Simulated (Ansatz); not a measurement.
## Ba (Im-3m), two-dimensional strain map

The calculation used Ansatz, DFT PBE, scalar-relativistic, plane waves, PAW. Settings: plane waves to 420 eV, k-mesh 14×14×14 (Γ-centred), Gaussian smearing 0.15 eV. No spin polarisation. Energies are free energies at this smearing, counted from the undisturbed cell; pressure is positive in compression.

The undisturbed cell (as given, not relaxed at this level; it stands at 0.1 GPa):

```yaml
crystal:
  lattice:
    - [-2.50000, 2.50000, 2.50000]
    - [2.50000, -2.50000, 2.50000]
    - [2.50000, 2.50000, -2.50000]
  atoms:
    - { symbol: Ba, position: [0.00000, 0.00000, 0.00000] }
```

The cell is strained by p along both x and y and by q along z, fractional coordinates fixed. Points are written (p, q).

Energy above the undisturbed cell in meV/atom (a dash: not computed):

```csv
p \ q,-0.030,-0.015,0.000,0.015,0.030
-0.030,18.8,?,9.8,6.9,5.1
-0.015,9.3,5.6,3.0,1.6,1.1
0.000,3.6,1.2,0.0,-0.1,0.7
0.015,1.4,0.3,0.4,?,?
0.030,?,2.6,3.9,6.2,9.4
```

(1) Fill in the withheld energies.

Results:

(1) (-0.030, -0.015): 13.7; (0.015, 0.015): 1.5; (0.015, 0.030): 3.5; (0.030, -0.030): 2.6.